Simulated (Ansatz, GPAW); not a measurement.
# Ballistic transport through a Ru chain with one N atom in line, from relaxation to T(E), part 2 of 2

Wanted: T(E) of a Ru chain with one N atom in line at a relaxed geometry in two programs, beside the unrelaxed structure.

GPAW 26.7.0 and Ansatz 0.2.0; Ansatz plane waves; relaxation of the junction with the lead ends held (the session's first sound run).

So far, transmission at the Fermi level (one spin): step 3 (plane waves, PBE) 2.59; step 4 (double-zeta polarised basis, PBE, GPAW) 2.56; step 5 (single-zeta polarised basis, PBE, GPAW) 2.55; step 6 (GPAW, sz: basis = "sz(dzp)", PBE, GPAW) 2.53; step 7 (LDA in the dzp basis: xc = "LDA") 2.55.

## Step 8: Without the relaxation: geometry = "as built"

The dzp basis with PBE on the structure as first built shows what the relaxation was worth.

Contents of run.py:

```python
import json
import numpy as np
from ase import Atoms
from ase.transport.calculators import TransportCalculator
from gpaw import GPAW, FermiDirac
from gpaw.lcao.tools import get_lcao_hamiltonian
from scipy.linalg import eigh

# The junction with lead layers at both ends, along the third cell vector
device = Atoms(
    ['Ru', 'Ru', 'Ru', 'Ru', 'Ru', 'Ru', 'Ru', 'Ru', 'N', 'Ru', 'Ru', 'Ru', 'Ru', 'Ru', 'Ru', 'Ru', 'Ru'],
    positions=[
        [4.50000, 4.50000, 1.12500],
        [4.50000, 4.50000, 3.37500],
        [4.50000, 4.50000, 5.62500],
        [4.50000, 4.50000, 7.87500],
        [4.50000, 4.50000, 10.12500],
        [4.50000, 4.50000, 12.37500],
        [4.50000, 4.50000, 14.62500],
        [4.50000, 4.50000, 16.87500],
        [4.50000, 4.50000, 18.58440],
        [4.50000, 4.50000, 20.29380],
        [4.50000, 4.50000, 22.54380],
        [4.50000, 4.50000, 24.79380],
        [4.50000, 4.50000, 27.04380],
        [4.50000, 4.50000, 29.29380],
        [4.50000, 4.50000, 31.54380],
        [4.50000, 4.50000, 33.79380],
        [4.50000, 4.50000, 36.04380]],
    cell=[[9.0, 0.0, 0.0], [0.0, 9.0, 0.0], [0.0, 0.0, 37.1688]],
    pbc=True)

# One principal layer of the lead: the first 5 atoms of the device
lead = Atoms(
    ['Ru', 'Ru', 'Ru', 'Ru', 'Ru'],
    positions=[
        [4.50000, 4.50000, 1.12500],
        [4.50000, 4.50000, 3.37500],
        [4.50000, 4.50000, 5.62500],
        [4.50000, 4.50000, 7.87500],
        [4.50000, 4.50000, 10.12500]],
    cell=[[9.0, 0.0, 0.0], [0.0, 9.0, 0.0], [0.0, 0.0, 11.25]],
    pbc=True)

settings = dict(mode='lcao', basis='dzp', xc='PBE', h=0.18,
                occupations=FermiDirac(0.1), maxiter=250,
                mixer=dict(beta=0.1, nmaxold=8, weight=100.0),
                convergence=dict(density=0.0001))
energies = np.arange(-2, 2 + 1e-9, 0.025)
eta = 0.0001
n1, n2 = 1, 1
# k and -k transmit alike, so half of the mesh across the current serves
mesh = [(i, j) for i in range(n1) for j in range(n2) if (i, j) <= (-i % n1, -j % n2)]
weights = np.array([1 if (i, j) == (-i % n1, -j % n2) else 2 for i, j in mesh]) / (n1 * n2)

# [... helper functions left out ...]
fermi_lead = ground_state(lead, (1, 1, 10), 'lead.txt')
fermi_device = ground_state(device, (1, 1, 2), 'device.txt')
# [... loop over the mesh left out, but for ...]
        # Shift the lead onto the potential of the device's first layer
        shift = ((H[:, 0, 0] - H0[:, 0, 0]) / S0[0, 0]).real.mean()
# [...]
kT = 8.617333e-5 * 300
bias = [0.1, 0.2, 0.5, 1.0, 1.5, 2.0]
# [... integrals and printing left out ...]
```

Launch:

```
$ OMP_NUM_THREADS=1 OPENBLAS_NUM_THREADS=1 python run.py
```

Wall time 5.5 min (1 thread of Intel Xeon 6975P-C (Granite Rapids), shared host); peak memory 2.2 GiB.

This step gave:

```yaml
conductance: 3.096 G₀
largest_coupling_past_the_next_principal_layer: 2.00e-5 eV
largest_misfit_of_the_first_principal_layer: 0.03980 eV
shift_that_aligns_the_lead: -0.01085 eV
transmission_at_the_fermi_level_one_spin: 3.098
```

The conductance, 3.10 G₀, lies 21 % above that of the dzp run.

## Step 9: Cost and result by level

Times are wall times on the hardware named with each run. Results by setting:

```tsv
no.	run	conductance (G₀)	time	memory (GiB)
1	pw PBE	2.590	80 s	4.4
2	dzp	2.558	5.7 min	2.2
3	szp	2.551	3.9 min	2.1
4	sz	2.526	2.9 min	2.0
5	dzp LDA	2.551	5.2 min	2.2
6	asbuilt	3.096	5.5 min	2.2
```

## Step 10: Comparison

The curves are compared point by point over the common energies.

This step: comparison of transmission and cost over codes, levels and geometry (GPAW 26.7.0).

Ladder, by row:

```tsv
step	code	T at the Fermi level (sum over the listed spins)	conductance (G0)	r.m.s. T(E) from the first	wall time (s)	peak memory (GiB)	threads
pw-pbe	Ansatz	2.594	2.59	0	80.01	4.421	4
dzp	GPAW	2.557	2.558	0.1404	341.8	2.19	1
szp	GPAW	2.549	2.551	0.1669	236.3	2.08	1
sz	GPAW	2.53	2.526	0.1823	171.8	1.99	1
dzp-LDA	GPAW	2.55	2.551	0.1506	313.1	2.19	1
asbuilt	GPAW	3.098	3.096	0.6377	330.6	2.2	1
```

Transmission, zone mean, sum over the listed spins against energy, zero at the Fermi level:

```tsv
energy (eV)	pw-pbe	dzp	szp	sz	dzp-LDA	asbuilt
-2.000	2.37	2.41	2.45	2.46	2.41	2.48
-1.800	2.39	2.44	2.48	2.48	2.44	2.53
-1.600	2.36	2.41	2.46	2.45	2.41	2.59
-1.400	2.31	2.36	2.42	2.41	2.37	2.68
-1.200	2.36	2.38	2.39	2.38	2.40	2.83
-1.000	2.62	2.61	2.65	2.65	2.62	2.91
-0.850	2.75	2.74	2.79	2.78	2.74	2.96
-0.800	2.73	2.77	2.82	2.80	2.76	2.97
-0.775	2.72	2.77	2.82	2.80	2.76	2.98
-0.600	2.47	2.60	2.64	2.61	2.60	3.00
-0.400	2.36	2.36	2.40	2.37	2.35	3.05
-0.200	2.51	2.49	2.47	2.45	2.48	3.07
0.000	2.59	2.56	2.55	2.53	2.55	3.10
0.050	2.60	2.57	2.57	2.55	2.57	3.09
0.200	2.42	2.50	2.51	2.48	2.53	3.03
0.275	2.83	2.77	2.72	2.72	2.76	3.01
0.300	2.84	2.75	2.67	2.68	2.74	3.01
0.400	2.69	2.56	2.46	2.48	2.54	3.01
0.600	2.39	2.29	2.21	2.23	2.27	3.01
0.800	2.17	2.11	2.06	2.05	2.07	3.00
1.000	2.00	1.96	1.93	1.87	1.89	2.99
1.200	1.88	1.83	1.79	1.69	1.76	2.95
1.400	1.86	1.82	1.76	1.63	1.78	2.88
1.600	1.94	1.88	1.83	1.64	1.86	2.75
1.800	1.94	1.97	1.98	1.99	1.97	2.69
2.000	1.79	1.76	1.63	1.53	1.77	2.14
```

## Step 11: K-points along the lead 4

The lead's own mesh along the current sets its density and potential; where the lead is aligned to the junction's end layer, a rigid shift drops out.

This step: GPAW LCAO, PAW setups; Landauer transmission from Green's functions with principal layers (ASE), zero bias (GPAW 26.7.0).

Edit run.py of step 8 so:

```diff
@@ -18,7 +18,7 @@
         [4.50000, 4.50000, 12.37500],
-        [4.50000, 4.50000, 14.62500],
-        [4.50000, 4.50000, 16.87500],
-        [4.50000, 4.50000, 18.58440],
-        [4.50000, 4.50000, 20.29380],
-        [4.50000, 4.50000, 22.54380],
+        [4.94042, 4.35721, 14.65249],
+        [4.14261, 4.61743, 16.78579],
+        [4.50081, 4.50023, 18.58391],
+        [4.85898, 4.37666, 20.38148],
+        [4.06489, 4.64953, 22.51543],
         [4.50000, 4.50000, 24.79380],
@@ -56,3 +56,3 @@
 # [... helper functions left out ...]
-fermi_lead = ground_state(lead, (1, 1, 10), 'lead.txt')
+fermi_lead = ground_state(lead, (1, 1, 4), 'lead.txt')
 fermi_device = ground_state(device, (1, 1, 2), 'device.txt')
```

It took 5.5 min on 1 thread; peak memory 2.2 GiB.

The run finished with changed settings (lead_nz = 4); it serves as a test.

Side by side:

```tsv
quantity	this run	sound run	difference
conductance (G₀)	2.6138	2.5581	0.0557
largest coupling past the next principal layer (eV)	2.001e-5	2.002e-5	-1.0e-8
largest misfit of the first principal layer (eV)	0.062691	0.039053	0.0236
shift that aligns the lead (eV)	-0.010789	0.0044424	-0.0152
transmission at the Fermi level (one spin)	2.6186	2.5568	0.0618
```

## Step 12: What came out

| Item | Value |
| --- | --- |
| conductance | 2.56 G₀ |
| transmission at the Fermi level, mean of the spins | 2.56 |
| thermopower | about 0 (under 1.5 μV/K) |

In the dzp basis the junction conducts 2.56 G₀ at 300 K, with T = 2.56 a spin at the Fermi level; the sz basis reaches that conductance within 10 %. Relaxation moved atoms by up to 0.46 Å and took the conductance from 3.10 to 2.56 G₀, as a ratio a larger change than the step from dzp to the minimal basis. Plane waves (PBE) give T = 2.59 there. At the Fermi level the three most open eigenchannels pass 0.98, 0.85 and 0.69. Measured against the first run (pw-pbe), the nearest curve is that of dzp (r.m.s. 0.14) and the farthest that of asbuilt (0.64). Over the compared runs wall time goes from 80 s (pw-pbe) to 342 s (dzp), on a shared host; the plane-wave run used 4 threads and the orbital runs 1. The leads kept an estimated spacing and the cell its length, so the junction may be under some tension or compression. The run had no spin polarisation, so a magnetic state, which chains and small molecules with open shells often have, wasn't tested. An evenly spaced straight chain is an idealisation: free chains tend to dimerise, zigzag or, where a band edge lies near the Fermi level, turn magnetic. The currents use the zero-bias T(E) throughout, which holds only while the bias is small against the distance to the nearest feature.

[Logs are printed without paths, hosts, clocks, repeated set-up lines and the standing remarks that a program may print on its own settings, such as how far it seeks lower states.]

[Hosts, paths, dates, database ids (printed as entryN), source tags and the programs' standing remarks are cut or masked in the printed files.]
